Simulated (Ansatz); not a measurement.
Crystal: BaTiO3.

```xyz
10
Lattice="2.8277 -4.8977 0.0000 5.6553 0.0000 0.0000 2.8277 -1.6326 4.6355" Properties=species:S:1:pos:R:3 pbc="T T T"
Ba   10.8219   -6.0849    4.5142
Ba    6.3212   -3.3977    1.6175
Ti    8.6164   -5.4670    3.6268
Ti    2.7140   -1.6689    1.6036
O     5.6050   -2.0669    4.3690
O     2.8624   -3.1692    1.6723
O     4.0835   -3.1010    0.0907
O     4.2978   -5.1345    2.6004
O     7.1689   -2.5577    0.2453
O     6.8900   -4.9010    2.5414
```

- Program: Ansatz 0.2.0
- Task: relaxation of cell and atoms
- Functional: PBEsol
- Dispersion: D3(BJ)
- Potentials or basis: Ansatz PAW
- Cutoff: 420 eV (not typed: the program's choice for these potentials)
- k mesh: 6 × 6 × 6
- Occupations: fermi-dirac, width 0.05 eV
- Spin: no spin polarisation

At the start: volume 12.84 Å³/atom.

Where does the relaxation end?

It ends after 13 steps and the volume is 12.35 Å³/atom (-3.8 %); space group R3m (No. 160, to 0.05 Å).

The path:
```
step  energy change (eV)  largest force (eV/Å)  volume (Å³)
   1              0.0000               19.6632       128.39
   2            -10.3665               10.8103       134.28
   3            -16.9886                5.9308       137.03
   4            -20.6599                3.1936       135.55
   5            -22.9623                1.5342       129.87
   6            -24.0674                0.5323       123.94
   7            -24.1801                0.1567       123.42
   8            -24.1908                0.0545       123.37
   9            -24.1910                0.0140       123.79
  10            -24.1915                0.0017       123.67
  11            -24.1769                0.0016       123.67
  12            -24.1776                0.0011       123.50
  13            -24.1769                0.0011       123.50
```

Final structure:
```xyz
10
Lattice="2.7933 -4.8384 0.0002 5.5926 0.0035 -0.0026 2.7931 -1.6131 4.5616" Properties=species:S:1:pos:R:3 pbc="T T T"
Ba   11.1558   -6.4615    4.5396
Ba    5.5663   -3.2375    2.2600
Ti    8.3140   -4.8769    3.4193
Ti    2.7245   -1.6529    1.1397
O     5.6138   -1.5852    4.5127
O     2.8176   -3.1997    2.2332
O     4.2275   -2.4090   -0.0487
O     4.2244   -5.6366    2.2335
O     7.0238   -2.3956   -0.0335
O     7.0207   -5.6232    2.2487
```

Caveat: the plane-wave basis is chosen anew once the cell has moved, so the energies of steps on either side of that aren't comparable; the pressure holds a Pulay correction of +0.6 GPa for the finite cutoff; the PAW data sets come from PBE, with cores solved anew for the run's functional, which leaves a small shift of forces and pressure.
